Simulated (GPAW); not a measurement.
# PbSe (Clausthalite) (Fm-3m) in GPAW: convergence with k mesh

Aim: find how far k mesh must go before the results for PbSe (Clausthalite) settle, at LDA. This setting moves, with any that are tied to it; all else stays.

All numbers are computed with GPAW 26.7.0; they aren't measurements. Logs are shortened: lines on timing, memory, paths and dates and some standing lists are left out, and cuts for length are marked. The log counts tension as positive stress, the text compression.

### Step 1. The structure

Symmetry: Fm-3m, No. 225, cubic system. Conventional cell: a = 6.121 Å, b = 6.121 Å, c = 6.121 Å, α = 90.00°, β = 90.00°, γ = 90.00°. Pb (site symmetry m-3m) has 6 Se at 3.06 Å as nearest neighbours. Around Se (site symmetry m-3m) lie 6 Pb at 3.06 Å.

### Step 2. With k mesh 2 × 2 × 2

File run.py:

```python
import json
import numpy as np
from ase.dft.bandgap import bandgap
from ase.io import write
from ase.spacegroup import crystal
from gpaw import GPAW, PW
from gpaw.response.g0w0 import G0W0

# Pb 4a
# Se 4b
atoms = crystal(['Pb', 'Se'],
                basis=[[0.0, 0.0, 0.0],
                       [0.5, 0.0, 0.0]],
                spacegroup=225, setting=1,  # Fm-3m
                cellpar=[6.1213, 6.1213, 6.1213, 90.0, 90.0, 90.0],
                primitive_cell=True)

calc = GPAW(mode=PW(450),
            xc='LDA',
            kpts={'size': (2, 2, 2), 'gamma': True},
            occupations={'name': 'fermi-dirac', 'width': 0.001},
            nbands=19,
            convergence={'density': 1e-06},
            maxiter=150,
            txt='gpaw.txt')
atoms.calc = calc
energy = atoms.get_potential_energy()
calc.write('gs.gpw')
write('result.traj', atoms)
print(f'Energy: {energy:.6f} eV')
print('Fermi level:', round(calc.get_fermi_level(), 4), 'eV')
print(f'Gap: {bandgap(calc)[0]:.4f} eV, direct: {bandgap(calc, direct=True)[0]:.4f} eV')

calc.diagonalize_full_hamiltonian(nbands=97)
calc.write('full.gpw', mode='all')

ibz = calc.get_ibz_k_points()
gap, vbm, cbm = bandgap(calc, output=None)
gap, direct, _ = bandgap(calc, direct=True, output=None)
gamma = int(np.abs(ibz).sum(1).argmin())
kpts = sorted({gamma, vbm[1], cbm[1], direct[1]})
gw = G0W0(calc='full.gpw',
          filename='gw',
          ecut=80,
          ecut_extrapolation=False,
          relbands=(-1, 1),
          kpts=kpts,
          integrate_gamma='WS',
          nbands=93,
          ppa=True)
gw.calculate()
results = {mode: {key: np.asarray(r[key]).tolist() for key in ['f', 'eps', 'vxc', 'exx', 'sigma', 'Z', 'qp', 'sigma_eskn']}
           for mode, r in gw.all_results.items()}
json.dump({'kpts': ibz[kpts].tolist(), 'results': results}, open('gw.json', 'w'))
for mode, r in results.items():
    f, qp = np.array(r['f']), np.array(r['qp'])
    print(mode, 'quasiparticle energies (eV):')
    print(qp.round(3))
    print(mode, 'gap:', round(qp[f < 0.5].min() - qp[f > 0.5].max(), 4), 'eV')
```

Potentials or basis: the program's PAW data sets (release 1.2.1) made for this functional, pw.

Run with:

```sh
> OMP_NUM_THREADS=1 python run.py
```

gpaw.txt:

```text
__  _  _
 | _ |_)|_||  |
 |__||  | ||/\| - 26.7.0

Input parameters:
  mode=PW(ecut=450.00000000000006),
  convergence={'density': 1e-06},
  kpts=MonkhorstPack(size=(2, 2, 2), gamma=True),
  maxiter=150,
  nbands=19,
  occupations=Occupations(name='fermi-dirac', width=0.001),
  xc=XC(name='LDA')

Diagonalizing LCAO Hamiltonian
Converting LCAO to pw mode

                Se

       Pb

Atoms  # Å, Bohr magnetons
|   | symbol |        x |        y |        z |    initial magnetic moments |
|---|--------|----------|----------|----------|-----------------------------|
| 0 |     Pb | 0.000000 | 0.000000 | 0.000000 | ( 0.0000,  0.0000,  0.0000) |
| 1 |     Se | 3.060650 | 3.060650 | 3.060650 | ( 0.0000,  0.0000,  0.0000) |

Unit cell  # Å
| periodic |        x |        y |        z |  lengths |    angles |
|----------|----------|----------|----------|----------|-----------|
|      yes | 0.000000 | 3.060650 | 3.060650 | 4.328413 | 60.000000 |
|      yes | 3.060650 | 0.000000 | 3.060650 | 4.328413 | 60.000000 |
|      yes | 3.060650 | 3.060650 | 0.000000 | 4.328413 | 60.000000 |

Number of symmetries: 48
Symmetry operations  # r_c * U_cc + t_c -> r_c
|    | kind |            matrix            |
|----|------|------------------------------|
|  0 |  σ   |  1, 0, 0,  1, 0,-1,  1,-1, 0 |
|  1 |  C2  |  1, 0, 0,  1,-1, 0,  1, 0,-1 |
|  2 |  E   |  1, 0, 0,  0, 1, 0,  0, 0, 1 |
|  3 |  σ   |  1, 0, 0,  0, 0, 1,  0, 1, 0 |
|  4 |  C4  |  1, 0,-1,  1, 0, 0,  1,-1, 0 |
|  5 |  S6  |  1, 0,-1,  1,-1, 0,  1, 0, 0 |
|  6 |  σ   |  1, 0,-1,  0, 1,-1,  0, 0,-1 |
|  7 |  C3  |  1, 0,-1,  0, 0,-1,  0, 1,-1 |
|  8 |  S6  |  1,-1, 0,  1, 0, 0,  1, 0,-1 |
|  9 |  C4  |  1,-1, 0,  1, 0,-1,  1, 0, 0 |
| 10 |  C3  |  1,-1, 0,  0,-1, 1,  0,-1, 0 |
| 11 |  σ   |  1,-1, 0,  0,-1, 0,  0,-1, 1 |
| 12 |  σ   |  0, 1, 0,  1, 0, 0,  0, 0, 1 |
| 13 |  C4  |  0, 1, 0,  0, 1,-1, -1, 1, 0 |
| 14 |  C3  |  0, 1, 0,  0, 0, 1,  1, 0, 0 |
| 15 |  S6  |  0, 1, 0, -1, 1, 0,  0, 1,-1 |
| 16 |  C2  |  0, 1,-1,  1, 0,-1,  0, 0,-1 |
| 17 |  σ   |  0, 1,-1,  0, 1, 0, -1, 1, 0 |
| 18 |  S4  |  0, 1,-1,  0, 0,-1,  1, 0,-1 |
| 19 |  C4  |  0, 1,-1, -1, 1, 0,  0, 1, 0 |
| 20 |  C3  |  0, 0, 1,  1, 0, 0,  0, 1, 0 |
| 21 |  σ   |  0, 0, 1,  0, 1, 0,  1, 0, 0 |
| 22 |  S6  |  0, 0, 1,  0,-1, 1, -1, 0, 1 |
| 23 |  C4  |  0, 0, 1, -1, 0, 1,  0,-1, 1 |
| 24 |  S4  |  0, 0,-1,  1, 0,-1,  0, 1,-1 |
| 25 |  C3  |  0, 0,-1,  0, 1,-1,  1, 0,-1 |
| 26 |  C2  |  0, 0,-1,  0,-1, 0, -1, 0, 0 |
| 27 |  S6  |  0, 0,-1, -1, 0, 0,  0,-1, 0 |
| 28 |  S4  |  0,-1, 1,  1,-1, 0,  0,-1, 0 |
| 29 |  C4  |  0,-1, 1,  0, 0, 1, -1, 0, 1 |
| 30 |  C2  |  0,-1, 1,  0,-1, 0,  1,-1, 0 |
| 31 |  σ   |  0,-1, 1, -1, 0, 1,  0, 0, 1 |
| 32 |  C3  |  0,-1, 0,  1,-1, 0,  0,-1, 1 |
| 33 |  S6  |  0,-1, 0,  0, 0,-1, -1, 0, 0 |
| 34 |  S4  |  0,-1, 0,  0,-1, 1,  1,-1, 0 |
| 35 |  C2  |  0,-1, 0, -1, 0, 0,  0, 0,-1 |
| 36 |  C2  | -1, 1, 0,  0, 1, 0,  0, 1,-1 |
| 37 |  S6  | -1, 1, 0,  0, 1,-1,  0, 1, 0 |
| 38 |  S4  | -1, 1, 0, -1, 0, 1, -1, 0, 0 |
| 39 |  C3  | -1, 1, 0, -1, 0, 0, -1, 0, 1 |
| 40 |  S6  | -1, 0, 1,  0, 0, 1,  0,-1, 1 |
| 41 |  C2  | -1, 0, 1,  0,-1, 1,  0, 0, 1 |
| 42 |  C3  | -1, 0, 1, -1, 1, 0, -1, 0, 0 |
| 43 |  S4  | -1, 0, 1, -1, 0, 0, -1, 1, 0 |
| 44 |  C2  | -1, 0, 0,  0, 0,-1,  0,-1, 0 |
| 45 |  i   | -1, 0, 0,  0,-1, 0,  0, 0,-1 |
| 46 |  σ   | -1, 0, 0, -1, 1, 0, -1, 0, 1 |
| 47 |  C2  | -1, 0, 0, -1, 0, 1, -1, 1, 0 |

BZ-sampling:
  Number of BZ points: 8
  Number of IBZ points: 3

  Monkhorst-Pack size: [2, 2, 2]
  Monkhorst-Pack shift: [0.25, 0.25, 0.25]

K-points  # in reciprocal-cell coordinates
|   |                                coordinates |     weight |
|---|--------------------------------------------|------------|
| 0 | (  0.00000000,   0.00000000,   0.00000000) | 0.12500000 |
| 1 | (  0.50000000,   0.50000000,   0.00000000) | 0.37500000 |
| 2 | (  0.50000000,   0.50000000,   0.50000000) | 0.50000000 |

Plane wave coefficients: 1243
Cutoff: 450.00000000000006 eV

Spin-components: 1 (collinear spins)
Bands:           19
Projectors:      11
Spin-degeneracy: 2
Datatype:        complex128

Parallelization:
  kpt:    1
  domain: 1
  band:   1

Density:
  Valence electrons: 20.0
  Components: 1
  Grid points: [24 24 24]
  Charge: 0.0  # |e|

Potential:
  Grid points: [24 24 24]

species:
  Pb:
    name:    Lead
    Z:       82.0
    valence: 14
    core:    68
    charge:  0.0  # [|e|]
    compensation charges:
      type: gauss
      rc: 0.38  # [Å]
      lmax: 2
    cutoffs:
      filter: 2.36  # [Å]
      core: 2.43  # [Å]
    projectors
    | kind |    occ | energy [eV] | rcut [Å] |
    |------|--------|-------------|----------|
    |   6s |  2.000 |     -12.249 |    1.259 |
    |   6p |  2.000 |      -3.713 |    1.275 |
    |   5d | 10.000 |     -21.326 |    1.217 |
    |    s |        |      14.962 |    1.259 |
    |    p |        |      23.498 |    1.275 |
    |    d |        |       5.885 |    1.217 |

    Using partial waves for Pb as LCAO basis

  Se:
    name:    Selenium
    Z:       34.0
    valence: 6
    core:    28
    charge:  0.0  # [|e|]
    compensation charges:
      type: gauss
      rc: 0.27  # [Å]
      lmax: 2
    cutoffs:
      filter: 1.77  # [Å]
      core: 2.67  # [Å]
    projectors
    | kind |    occ | energy [eV] | rcut [Å] |
    |------|--------|-------------|----------|
    |   4s |  2.000 |     -17.472 |    0.847 |
    |   4p |  4.000 |      -6.656 |    1.005 |
    |    s |        |       9.739 |    0.847 |
    |    p |        |      20.555 |    1.005 |
    |    d |        |       0.000 |    0.847 |

    Using partial waves for Se as LCAO basis

Reference energy: -632988.107271  # eV

eigensolver:
  PPCG
  Converge bands: occupied
  niter=2

density mixing:
  MSR1-Mixer
  Pratt-step length: 0.05
  Maximum mixing coefficient: 0.75
  Old densities: 10
  SVD Regularization: 0.005
  Good broyden scale: 1.0
  Trust region scale: 1.0
  Backstep threshold: 4.0
  History deletion threshold: 6.0
  Fourier metric: weight=20.0, sigma=0.015

occupation numbers:
  Fermi-Dirac:
    width: 0.0010  # eV

poisson solver:
  ecut: 3600.0000000000005  # eV

xc functional:
  name: None

convergence criteria:
- Maximum integral of absolute [dens]ity change: 1e-06 electrons / valence electron
- Maximum [total energy] change in last 3 cyles: 0.0005 eV / valence electron
- Maximum integral of absolute [eigenst]ate change: 4e-08 eV^2 / valence electron
maximum number of iterations: 150

SCF iterations
|iter     | |      energy | eigst |  dens |
|---------|-|-------------|-------|-------|
|iter:   1| |   -8.713453 | -0.19 |       |
|iter:   2| |   -8.568486 | -2.24 | -1.08 |
|iter:   3| |   -8.123271 | -1.45 | -1.13 |
|iter:   4| |   -8.095593 | -2.72 | -1.38 |
|iter:   5| |   -8.076293 | -3.58 | -1.47 |
|iter:   6| |   -8.075443 | -3.43 | -1.49 |
|iter:   7| |   -8.056049 | -4.19 | -1.54 |
|iter:   8| |   -8.059075 | -5.23 | -2.13 |
|iter:   9| |   -8.060263c| -4.79 | -1.55 |
|iter:  10| |   -8.128683 | -3.36 | -1.62 |
|iter:  11| |   -8.064945 | -3.27 | -1.39 |
|iter:  12| |   -8.074577 | -4.11 | -1.61 |
|iter:  13| |   -8.059119 | -4.13 | -1.47 |
|iter:  14| |   -8.058030 | -5.13 | -1.63 |
|iter:  15| |   -8.057474c| -5.28 | -1.59 |
|iter:  16| |   -8.061350c| -4.94 | -1.70 |
|iter:  17| |   -8.095730 | -3.57 | -1.52 |
|iter:  18| |   -8.074138 | -3.43 | -1.50 |
|iter:  19| |   -8.056136 | -4.55 | -1.49 |
|iter:  20| |   -8.057906 | -5.50 | -1.96 |
|iter:  21| |   -8.057712c| -5.30 | -1.67 |
|iter:  22| |   -8.083073 | -3.88 | -1.61 |
|iter:  23| |   -8.072330 | -3.64 | -1.53 |
|iter:  24| |   -8.056773 | -4.69 | -1.50 |
|iter:  25| |   -8.061369 | -4.91 | -1.73 |
|iter:  26| |   -8.055916c| -5.05 | -1.61 |
|iter:  27| |   -8.055933c| -7.05 | -2.43 |
|iter:  28| |   -8.055900c| -7.58c| -2.53 |
|iter:  29| |   -8.055922c| -7.66c| -2.73 |
|iter:  30| |   -8.055902c| -7.73c| -2.65 |
|iter:  31| |   -8.055920c| -7.69c| -2.64 |
|iter:  32| |   -8.055903c| -7.71c| -2.68 |
|iter:  33| |   -8.055903c| -8.07c| -2.61 |
|iter:  34| |   -8.055900c| -8.00c| -3.28 |
|iter:  35| |   -8.055900c| -9.26c| -3.93 |
|iter:  36| |   -8.055900c| -9.53c| -5.20 |
|iter:  37| |   -8.055900c|-10.27c| -5.06 |
|iter:  38| |   -8.055900c|-10.54c| -5.20 |
|iter:  39| |   -8.055900c|-11.24c| -6.11c|

Converged in 39 steps
Energy contributions relative to reference atoms: (reference = -632988.107271)

Energy contributions:
  Kinetic:          20.686011
  Coulomb:         -19.263375
  Zero:             -0.091533
  External:          0.000000
  Xc:               -9.386316
  Entropy:          -0.001374
  Spinorbit:         0.000000
  ----------------------------
  Free energy:      -8.056587
  Extrapolated:     -8.055900

dipole moment: (-25.877444, -25.877444, -25.877444)  # |e|*Ang

Fermi level: 5.894
Eigenvalues  # (at kpt = [0.000, 0.000, 0.000])
| band index |      eig [eV] | occ [0-2] |
|------------|---------------|-----------|
|          0 |       -11.252 |     2.000 |
|        ... |               |           |
|          2 |       -11.249 |     2.000 |
|          3 |       -11.249 |     2.000 |
|          4 |       -11.249 |     2.000 |
|          5 |        -7.661 |     2.000 |
|          6 |        -0.636 |     2.000 |
|          7 |         4.087 |     2.000 |
[... 9 lines left out ...]
|         17 |        14.003 |     0.000 |
|         18 |        14.841 |     0.000 |

Gap: 0.000 eV
Transition (v -> c):
  (s=0, k=2, n=9, [0.50, 0.50, 0.50]) -> (s=0, k=2, n=10, [0.50, 0.50, 0.50])
No difference between direct/indirect transitions
# Writing to gs.gpw (mode='')

Matrix size: 1243x1243
# Writing to full.gpw (mode='all')
```

Run time: 24 s. Hardware: 1 thread of Arm Neoverse V1, shared host; peak memory 0.29 GiB.

Results:

```
Free energy                              : -8.0566 eV
Band gap on the k mesh, mean-field level : 0.00 eV, direct
Quasiparticle gap                        : -0.16 eV
Least direct quasiparticle gap           : -0.16 eV
```

### Step 3. With k mesh 3 × 3 × 3

Changes to run.py since step 2:

```diff
@@ -19,3 +19,3 @@
             xc='LDA',
-            kpts={'size': (2, 2, 2), 'gamma': True},
+            kpts={'size': (3, 3, 3), 'gamma': True},
             occupations={'name': 'fermi-dirac', 'width': 0.001},
```

Potentials or basis: the program's PAW data sets (release 1.2.1) made for this functional, pw.

Run with:

```sh
> OMP_NUM_THREADS=1 python run.py
```

Run time: 32 s. Hardware: 1 thread of Arm Neoverse V1, shared host; peak memory 0.34 GiB.

What came out:

| Property | Result |
| --- | --- |
| Free energy | -9.7977 eV |

### Step 4. With k mesh 4 × 4 × 4

Changes to run.py since step 3:

```diff
@@ -19,3 +19,3 @@
             xc='LDA',
-            kpts={'size': (3, 3, 3), 'gamma': True},
+            kpts={'size': (4, 4, 4), 'gamma': True},
             occupations={'name': 'fermi-dirac', 'width': 0.001},
```

Run with:

```sh
> OMP_NUM_THREADS=1 python run.py
```

Run time: 82 s. Hardware: 1 thread of Arm Neoverse V1, shared host; peak memory 0.43 GiB.

It converged, with:

```yaml
Free_energy: -9.6586 eV
Band_gap_on_the_k_mesh_mean-field_level: 0.14 eV, direct
Quasiparticle_gap: 0.16 eV
Least_direct_quasiparticle_gap: 0.16 eV
```

### Step 5. With k mesh 5 × 5 × 5

Changes to run.py since step 4:

```diff
@@ -19,3 +19,3 @@
             xc='LDA',
-            kpts={'size': (4, 4, 4), 'gamma': True},
+            kpts={'size': (5, 5, 5), 'gamma': True},
             occupations={'name': 'fermi-dirac', 'width': 0.001},
```

Run with:

```sh
> OMP_NUM_THREADS=1 python run.py
```

Wall time 3.2 min (1 thread of Arm Neoverse V1, shared host); peak memory 0.58 GiB.

It converged, with:

```yaml
Free_energy: -9.6836 eV
```

### Step 6. With k mesh 6 × 6 × 6

Changes to run.py since step 5:

```diff
@@ -19,3 +19,3 @@
             xc='LDA',
-            kpts={'size': (5, 5, 5), 'gamma': True},
+            kpts={'size': (6, 6, 6), 'gamma': True},
             occupations={'name': 'fermi-dirac', 'width': 0.001},
```

Potentials or basis: the program's PAW data sets (release 1.2.1) made for this functional, pw.

Run with:

```sh
> OMP_NUM_THREADS=1 python run.py
```

It took 6.9 min on 1 thread of Arm Neoverse V1, shared host; peak memory 0.81 GiB.

The run converged. Its results:

```yaml
Free_energy: -9.6731 eV
Band_gap_on_the_k_mesh_mean-field_level: 0.14 eV, direct
Quasiparticle_gap: 0.18 eV
Least_direct_quasiparticle_gap: 0.18 eV
```

### Step 7. With k mesh 7 × 7 × 7

Changes to run.py since step 6:

```diff
@@ -19,3 +19,3 @@
             xc='LDA',
-            kpts={'size': (6, 6, 6), 'gamma': True},
+            kpts={'size': (7, 7, 7), 'gamma': True},
             occupations={'name': 'fermi-dirac', 'width': 0.001},
```

Run with:

```sh
> OMP_NUM_THREADS=1 python run.py
```

It took 14 min on 1 thread of Arm Neoverse V1, shared host; peak memory 1.1 GiB.

It converged, with:

```
Free energy : -9.6724 eV
```

### Step 8. Result

```
   k mesh  energy less the tightest run, at zero smearing (meV/atom)  SCF cycles  CPU time (s)  peak memory (GiB)
2 × 2 × 2                                                     808.24          39            24               0.29
3 × 3 × 3                                                     -62.65          11            32               0.34
4 × 4 × 4                                                       6.88          11            82               0.43
5 × 5 × 5                                                      -5.62          11           190               0.58
6 × 6 × 6                                                      -0.35          11           420               0.81
7 × 7 × 7                                                       0.00          11           820                1.1
```

Against the tightest run, the energy stays within 1 meV/atom from 6 × 6 × 6 on. Meshes of other sizes hit other points, so gaps and Fermi surfaces needn't settle smoothly. The tightest run that finished is the yardstick and may itself not be fully converged.

Caveats: the long-wavelength limit can be off by a per cent or two.
